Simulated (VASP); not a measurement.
Wanted: the native input for a VASP 6.6.1 run.

- Task: relaxation of cell and atoms
- Functional: PBEsol
- Potentials or basis: VASP PAW PBE potentials, release 64 (Al, N)
- Cutoff: 600 eV
- k mesh: 12 × 12 × 12
- Occupations: gaussian, width 0.03 eV
- Spin: no spin polarisation
- Further INCAR settings: ALGO = Normal; EDIFF = 1e-06; IBRION = 2; EDIFFG = -0.01; NSW = 90; ISIF = 3

The structure of AlN lies in POSCAR:

```
AlN
1.0
    0.0000000000      2.0345180000      2.0345180000
    2.0345180000      0.0000000000      2.0345180000
    2.0345180000      2.0345180000      0.0000000000
Al N
1 1
Direct
    0.5000000000      0.5000000000      0.5000000000
    0.0000000000      0.0000000000      0.0000000000
```

Measurements of this composition are mostly on another form, of space group No. 186.

These files were run (other wordings do the same):

INCAR

```
PREC = Accurate
ENCUT = 600
EDIFF = 1E-6
ISMEAR = 0
SIGMA = 0.03
LREAL = F
LASPH = T
NELM = 80
ALGO = Normal
ISIF = 3
LWAVE = F
LCHARG = F
GGA = PS
IBRION = 2
NSW = 90
EDIFFG = -0.01
```

KPOINTS

```
Automatic mesh
0
Gamma
  12 12 12
```

Potentials or basis: VASP PAW PBE potentials, release 64 (Al, N).

The run is started by

```console
$ cat potpaw_PBE.64/Al/POTCAR potpaw_PBE.64/N/POTCAR > POTCAR
$ mpirun -np 1 vasp_std > vasp.out
```

Results of the run:

```json
{
 "Relaxed volume": "8.27 Å³/atom",
 "Relaxed cell": "a = 2.859 Å, b = 2.859 Å, c = 2.859 Å, α = 60.00°, β = 60.00°, γ = 60.00°",
 "Space group after relaxing (to 0.05 Å)": "Fm-3m (No. 225)",
 "Energy gained by relaxing": "2.3 meV/atom",
 "Ionic steps": "3",
 "Pressure after relaxing": "0.0 GPa",
 "Band gap on the k mesh": "4.55 eV, indirect (least direct gap 5.66 eV)"
}
```

Caveat: the PAW data sets were made with another functional, which shifts forces and pressure a little.

Wall time 7.3 s on 1 thread of Intel(R) Xeon(R) 6975P-C (Granite Rapids) (shared host), peak memory 0.14 GiB.
